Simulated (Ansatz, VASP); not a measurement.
# One calculation of KTaO3, two programs

File INCAR:

```
SYSTEM = KTaO3
PREC = Accurate
ENCUT = 600
EDIFF = 1E-7
ISMEAR = 0
SIGMA = 0.02
LREAL = .False.
LASPH = .True.
NELM = 100
ALGO = Fast
ISIF = 3
LWAVE = .False.
LCHARG = .False.
GGA = PE
IBRION = 2
NSW = 100
EDIFFG = -0.005
```

File KPOINTS:

```
Automatic mesh
0
Gamma
  8 8 8
  0 0 0
```

File POSCAR:

```
KTaO3
1.0
    3.9883000000      0.0000000000      0.0000000000
    0.0000000000      3.9883000000      0.0000000000
    0.0000000000      0.0000000000      3.9883000000
K Ta O
1 1 3
Direct
    0.5000000000      0.5000000000      0.5000000000
    0.0000000000      0.0000000000      0.0000000000
    0.5000000000      0.0000000000      0.0000000000
    0.0000000000      0.5000000000      0.0000000000
    0.0000000000      0.0000000000      0.5000000000
```

Input for Ansatz:

```yaml
crystal:
  lattice:
    - [3.9883, 0.0, 0.0]
    - [0.0, 3.9883, 0.0]
    - [0.0, 0.0, 3.9883]
  atoms:
    - { symbol: K, position: [0.5, 0.5, 0.5] }
    - { symbol: Ta, position: [0.0, 0.0, 0.0] }
    - { symbol: O, position: [0.5, 0.0, 0.0] }
    - { symbol: O, position: [0.0, 0.5, 0.0] }
    - { symbol: O, position: [0.0, 0.0, 0.5] }
basis:
  ecutwfc: 420
kpoints:
  mp_grid: { grid: [8, 8, 8] }
hamiltonian:
  xc: pbe
scf:
  occupations: { method: gaussian, width: 0.02 }
output:
  forces: true
  stress: true
  eigenvalues: true
  write_density: true
  write_potential: true
  elf: true
  volumetric_format: npy
relax:
  adjacent_minimum: "off"
  f_tol: 0.005
  max_steps: 80
  cell: { stress_tol: 0.05 }
```

Alike in both runs: task relaxation of cell and atoms; functional PBE; k mesh 8 × 8 × 8; occupations gaussian, width 0.02 eV; no spin polarisation.

|  | VASP | Ansatz |
| --- | --- | --- |
| version | VASP 6.6.1 | Ansatz 0.2.0 |
| potentials or method | VASP PAW PBE potentials, release 64 (K_sv, Ta_pv, O) | scalar-relativistic, plane waves, PAW |
| plane-wave cutoff (eV) | 600 | 420 |
| valence electrons in the cell | 38 | 40 |

Ansatz gave:

| Quantity | Value |
| --- | --- |
| gap on the k mesh at the Fermi level, each at its own relaxed structure (eV) | 2.16 |
| relaxed volume (Å³/atom) | 13.04 |
| relaxed cell length with the largest relative difference (Å) | 4.024 |
| energy change over the relaxation (meV/atom) | -6 |

**Question.** Estimate VASP's values.

**Answer.** gap on the k mesh at the Fermi level, each at its own relaxed structure (eV): 2.11; relaxed volume (Å³/atom): 13.07; relaxed cell length with the largest relative difference (Å): 4.028; energy change over the relaxation (meV/atom): -7.

The two sets of potentials don't hold the same shells in valence.

Caveats: spin-orbit coupling is left out, which moves the levels of the heavy elements. Zero-point motion and thermal expansion aren't in these numbers. PBE usually gives volumes a little too large and moduli too small.
